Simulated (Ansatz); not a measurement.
## WC: course of a relaxation

Computed with DFT PBEsol, scalar-relativistic, plane waves, PAW (Ansatz 0.2.0). (420 eV cutoff, 24×24×18 k-mesh, Gaussian smearing of 0.10 eV, no spin polarisation)

What was changed: uniaxial strain along c, with a, b and atoms relaxed: +3.0 %.

Spin–orbit coupling is left out, which can shift energies with elements as heavy as these.

Command:

```bash
ansatz run input.yaml --threads 1 --pin off --max-ram 2560MiB --backend cpu --events-out ev --progress --plain --runs-dir out
```

Input:

```yaml
crystal:
  lattice:
    - [2.8767401917, 0.0, 0.0]
    - [-1.4383700959, 2.4913300861, 0.0]
    - [0.0, 0.0, 2.9125895612]
  atoms:
    - { symbol: W, position: [1.8e-09, -1.8e-09, 0.0] }
    - { symbol: C, position: [0.6666666648, 0.3333333352, 0.5] }
basis:
  ecutwfc: 420
kpoints:
  mp_grid: { grid: [24, 24, 18] }
hamiltonian:
  xc: pbesol
scf:
  occupations: { method: gaussian, width: 0.1 }
output:
  forces: true
  stress: true
  eigenvalues: true
relax:
  adjacent_minimum: "off"
  f_tol: 0.008
  max_steps: 40
  cell: { stress_tol: 0.015, fix: [c, angles] }
```

F is the free energy. Steps run on the plane waves of an earlier cell, but the last one, and at times one on the way, on a freshly chosen basis, so a repeated geometry can differ a little in energy. The held parts of the cell keep their stress, so P needn't end at zero.

Steps:

| step | F − F(1) (eV) | largest force component (eV/Å) | V (Å³/atom) | P (GPa) |
| --- | --- | --- | --- | --- |
| 1 | 0.0000 | 0.000 | 10.437 | -6.91 |
| 2 | 0.0004 | 0.000 | 10.531 | -10.19 |
| 3 | -0.0004 | 0.000 | 10.484 | -8.56 |
| 4 | -0.0004 | 0.000 | 10.483 | -8.54 |
| 5 | -0.0006 | 0.000 | 10.483 | -8.53 |

Relaxed structure:

```
CELL_PARAMETERS angstrom
2.88308 0.00000 0.00000
-1.44154 2.49682 0.00000
0.00000 0.00000 2.91259
ATOMIC_POSITIONS crystal
W 0.00000 0.00000 0.00000
C 0.66667 0.33333 0.50000
```

Symmetry: P-6m2, No. 187, hexagonal system. Conventional cell: a = 2.883 Å, b = 2.883 Å, c = 2.913 Å, α = 90.00°, β = 90.00°, γ = 120.00°. W (site symmetry -6m2) has 6 C at 2.21 Å as nearest neighbours. Around C (site symmetry -6m2) lie 6 W at 2.21 Å.

The run converged. Time: 4.1 min on 1 thread of Arm Neoverse V1, with other jobs on the host, peak memory 0.84 GiB.